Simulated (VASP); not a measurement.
# PtSe2 (Sudovikovite) (P-3m1) in VASP: further runs

Runs on PtSe2 (Sudovikovite). Level: PBE. Tasks: single point.

All numbers are computed with VASP 6.6.1; they aren't measurements. Logs are shortened: lines on timing, memory, paths and dates and some standing lists are left out, and cuts for length are marked.

## (1) Starting point

Symmetry: P-3m1, No. 164, trigonal system. Conventional cell: a = 3.724 Å, b = 3.724 Å, c = 5.062 Å, α = 90.00°, β = 90.00°, γ = 120.00°. Around Pt (site symmetry -3m) lie 6 Se at 2.49 Å. Se (site symmetry 3m) has 3 Pt at 2.49 Å as nearest neighbours.

## (2) Single point, PBE, spin-orbit coupling, no magnetisation

Input file INCAR:

```
SYSTEM = PtSe2
ALGO = Normal ; EDIFF = 1E-4
ENCUT = 400 ; GGA = PE
GGA_COMPAT = .FALSE. ; ISIF = 2
ISMEAR = 0 ; LASPH = .TRUE.
LCHARG = .FALSE. ; LMAXMIX = 4
LORBIT = 11 ; LREAL = .FALSE.
LSORBIT = .TRUE. ; LWAVE = .FALSE.
MAGMOM = 0 0 0 0 0 0 0 0 0 ; NBANDS = 38
NELM = 100 ; PREC = Accurate
SIGMA = 0.02
```

Input file KPOINTS:

```
k-points
0
G
  7 7 5
  0 0 0
```

Input file POSCAR:

```
PtSe2
1.0
    3.7240000000      0.0000000000      0.0000000000
   -1.8620000000      3.2250786037      0.0000000000
    0.0000000000      0.0000000000      5.0620000000
Pt Se
1 2
Direct
    0.0000000000      0.0000000000      0.0000000000
    0.6666666667      0.3333333333      0.7500000000
    0.3333333333      0.6666666667      0.2500000000
```

Potentials or basis: VASP PAW PBE potentials, release 64 (Pt, Se).

On the command line:

```sh
$ cat potpaw_PBE.64/Pt/POTCAR potpaw_PBE.64/Se/POTCAR > POTCAR
$ mpirun -np 1 vasp_ncl > vasp.out
```

OUTCAR:

```text
SYSTEM = PtSe2
   EDIFF = 1E-4
   ENCUT = 400
   GGA = PE
   ISIF = 2
   ISMEAR = 0
   LASPH = .TRUE.
   LORBIT = 11
   LREAL = .FALSE.
   LSORBIT = .TRUE.
   NELM = 100
   PREC = Accurate

 Found     32 irreducible k-points:

 Following reciprocal coordinates:
            Coordinates               Weight
  0.000000  0.000000  0.000000      1.000000
  0.142857 -0.000000  0.000000      6.000000
  0.285714 -0.000000  0.000000      6.000000
  0.428571  0.000000  0.000000      6.000000
  0.142857  0.142857  0.000000      6.000000
  0.285714  0.142857  0.000000     12.000000
   k-points           NKPTS =     32   k-points in BZ     NKDIM =     32   number of bands    NBANDS=     38
   number of dos      NEDOS =    301   number of ions     NIONS =      3
   total plane-waves  NPLWV =  20736
   dimension x,y,z NGX =    24 NGY =   24 NGZ =   36
   dimension x,y,z NGXF=    48 NGYF=   48 NGZF=   72
   ions per type =               1   2
   NGX,Y,Z   is equivalent  to a cutoff of  10.71, 10.71, 11.82 a.u.
   NGXF,Y,Z  is equivalent  to a cutoff of  21.43, 21.43, 23.65 a.u.
 SYSTEM =  PtSe2
   PREC   = accura    normal or accurate (medium, high low for compatibility)
   ISTART =      0    job   : 0-new  1-cont  2-samecut
   ICHARG =      2    charge: 1-file 2-atom 10-const
   ISPIN  =      1    spin polarized calculation?
   LNONCOLLINEAR =      T non collinear calculations
   LSORBIT =      T    spin-orbit coupling
   LASPH  =      T    aspherical Exc in radial PAW
   ENCUT  =  400.0 eV  29.40 Ry    5.42 a.u.   6.07  6.07  8.25*2*pi/ulx,y,z
   NELM   =    100;   NELMIN=  2; NELMDL= -5     # of ELM steps
   EDIFF  = 0.1E-03   stopping-criterion for ELM
   LREAL  =      F    real-space projection
   EDIFFG = 0.1E-02   stopping-criterion for IOM
   NSW    =      0    number of steps for IOM
   IBRION =     -1    ionic relax: 0-MD 1-quasi-New 2-CG
   NFREE  =      0    steps in history (QN), initial steepest desc. (CG)
   ISIF   =      2    stress and relaxation
   ISYM   =      2    0-nonsym 1-usesym 2-fastsym
   POTIM  = 0.5000    time-step for ionic-motion
   TEBEG  =    0.0;   TEEND  =   0.0 temperature during run
   PSTRESS=    0.0 pullay stress
   NELECT =      22.0000    total number of electrons
   NUPDOWN=      -1.0000    fix difference up-down
   EMIN   =  10.00;   EMAX   =-10.00  energy-range for DOS
   EFERMI =   0.00;   METHOD = LEGACY
   ISMEAR =     0;   SIGMA  =   0.02  broadening in eV -4-tet -1-fermi 0-gaus
   EFERMI_NEDOS =   21; number of points for ismear=-14 and -15
   IALGO  =     38    algorithm
   IMIX   =      4    mixing-type and parameters
     AMIX     =   0.40;   BMIX     =  1.00
     AMIX_MAG =   1.60;   BMIX_MAG =  1.00
  volume/ion in A,a.u.               =      20.27       136.76
  Fermi-wavevector in a.u.,A,eV,Ry     =   1.166608  2.204570 18.517184  1.360975
  Thomas-Fermi vector in A             =   2.303119
[... 269 lines left out ...]
  external PRESSURE =      74.7676122 kB  Pullay stress =       0.0000000 kB

 VOLUME and BASIS-vectors are now :
 -----------------------------------------------------------------------------
  energy-cutoff  :      400.00
  volume of cell :       60.80
      direct lattice vectors                 reciprocal lattice vectors
     3.724000000  0.000000000  0.000000000     0.268528464  0.155034981  0.000000000
    -1.862000000  3.225078604  0.000000000     0.000000000  0.310069962  0.000000000
     0.000000000  0.000000000  5.062000000     0.000000000  0.000000000  0.197550375

 POSITION                                       TOTAL-FORCE (eV/Angst)
 -----------------------------------------------------------------------------------
      0.00000      0.00000      0.00000         0.000000      0.000000      0.000000
      1.86200      1.07503      3.79650         0.000000     -0.000000     -0.645768
     -0.00000      2.15005      1.26550        -0.000000      0.000000      0.645768
 -----------------------------------------------------------------------------------
    total drift:                               -0.000000      0.000000     -0.000000

  FREE ENERGIE OF THE ION-ELECTRON SYSTEM (eV)
  ---------------------------------------------------
  free  energy   TOTEN  =       -14.5795232835 eV

  energy  without entropy=      -14.5787249227  energy(sigma->0) =      -14.57912410

 Spin-Orbit-Coupling matrix elements

 Ion:    1  E_soc:     -0.7285026
 l=   1
     0.0000000    -0.0341547    -0.0360089
    -0.0341547     0.0000000    -0.0341547
    -0.0360089    -0.0341547     0.0000000
 l=   2
     0.0000000    -0.0190386     0.0000000    -0.0190386    -0.0643761
    -0.0190386     0.0000000    -0.0478638    -0.0236748    -0.0190386
     0.0000000    -0.0478638     0.0000000    -0.0478638     0.0000000
    -0.0190386    -0.0236748    -0.0478638     0.0000000    -0.0190386
    -0.0643761    -0.0190386     0.0000000    -0.0190386     0.0000000
 l=   3
     0.0000000     0.0000000     0.0000000     0.0000000     0.0000000     0.0000000     0.0000000
     0.0000000     0.0000000     0.0000000     0.0000000     0.0000000     0.0000000     0.0000000
     0.0000000     0.0000000     0.0000000     0.0000000     0.0000000     0.0000000     0.0000000
     0.0000000     0.0000000     0.0000000     0.0000000     0.0000000     0.0000000     0.0000000
[... 29 lines left out ...]
 l=   2
     0.0000000    -0.0000008     0.0000000    -0.0000008    -0.0000169
    -0.0000008     0.0000000    -0.0000115    -0.0000048    -0.0000008
     0.0000000    -0.0000115     0.0000000    -0.0000115     0.0000000
    -0.0000008    -0.0000048    -0.0000115     0.0000000    -0.0000008
    -0.0000169    -0.0000008     0.0000000    -0.0000008     0.0000000
 l=   3
     0.0000000     0.0000000     0.0000000     0.0000000     0.0000000     0.0000000     0.0000000
     0.0000000     0.0000000     0.0000000     0.0000000     0.0000000     0.0000000     0.0000000
     0.0000000     0.0000000     0.0000000     0.0000000     0.0000000     0.0000000     0.0000000
     0.0000000     0.0000000     0.0000000     0.0000000     0.0000000     0.0000000     0.0000000
     0.0000000     0.0000000     0.0000000     0.0000000     0.0000000     0.0000000     0.0000000
     0.0000000     0.0000000     0.0000000     0.0000000     0.0000000     0.0000000     0.0000000
     0.0000000     0.0000000     0.0000000     0.0000000     0.0000000     0.0000000     0.0000000

 total charge

# of ion       s       p       d       tot
------------------------------------------
    1        0.694   0.742   8.022   9.457
    2        1.486   2.246   0.071   3.802
    3        1.486   2.246   0.071   3.802
--------------------------------------------------
tot          3.665   5.234   8.163  17.061

 magnetization (x)

# of ion       s       p       d       tot
------------------------------------------
    1        0.000   0.000   0.000   0.000
    2       -0.000   0.000   0.000  -0.000
    3       -0.000   0.000   0.000  -0.000
--------------------------------------------------
tot         -0.000   0.000   0.000  -0.000

 magnetization (y)

# of ion       s       p       d       tot
------------------------------------------
    1       -0.000   0.000   0.000  -0.000
    2        0.000  -0.000   0.000  -0.000
    3        0.000  -0.000   0.000  -0.000
--------------------------------------------------
tot         -0.000  -0.000   0.000  -0.000

 magnetization (z)

# of ion       s       p       d       tot
------------------------------------------
    1       -0.000   0.000  -0.000   0.000
    2        0.000   0.000   0.000   0.000
    3        0.000   0.000   0.000   0.000
--------------------------------------------------
tot         -0.000   0.000  -0.000   0.000
```

OSZICAR:

```text
N       E                     dE             d eps       ncg     rms          rms(c)
DAV:   1     0.100109010607E+03    0.10011E+03   -0.82986E+03  2440   0.829E+02
DAV:   2    -0.974668993460E+01   -0.10986E+03   -0.10373E+03  2918   0.194E+02
DAV:   3    -0.153577617624E+02   -0.56111E+01   -0.55171E+01  2938   0.419E+01
DAV:   4    -0.154078064526E+02   -0.50045E-01   -0.50002E-01  2830   0.440E+00
DAV:   5    -0.154084723964E+02   -0.66594E-03   -0.66592E-03  2844   0.503E-01    0.147E+01
DAV:   6    -0.147911801309E+02    0.61729E+00   -0.32140E+00  2604   0.184E+01    0.910E+00
DAV:   7    -0.146027749366E+02    0.18841E+00   -0.68565E-01  2556   0.847E+00    0.466E+00
DAV:   8    -0.145825052004E+02    0.20270E-01   -0.39529E-02  2804   0.133E+00    0.164E+00
DAV:   9    -0.145794256091E+02    0.30796E-02   -0.51272E-03  2692   0.716E-01    0.429E-01
DAV:  10    -0.145795232835E+02   -0.97674E-04   -0.68344E-04  2878   0.156E-01
   1 F= -.14579523E+02 E0= -.14579124E+02  d E =-.798361E-03  mag=     0.0000     0.0000    -0.0000
```

stdout:

```text
POSCAR found type information on POSCAR PtSe
 POSCAR found :  2 types and       3 ions
 scaLAPACK will be used
 LDA part: xc-table for (Slater+PW92), standard interpolation
 POSCAR, INCAR and KPOINTS ok, starting setup
 FFT: planning ... GRIDC
 FFT: planning ... GRID_SOFT
 FFT: planning ... GRID
 WAVECAR not read
 entering main loop
```

Run time: 68 s. Hardware: 1 thread of AMD EPYC 7R43 (Zen 3), shared host; peak memory 0.23 GiB.

The run converged, but some of its settings lie outside the range that counts as converged, so its numbers aren't taken as properties of the crystal.

Results:

- Free energy: -14.5795 eV
- Pressure: 7.5 GPa
- Largest force: 0.646 eV/Å
- Valence electrons inside the program's atomic spheres: Pt 9.46; Se 3.80

(Part 1 of 2 ends here.)
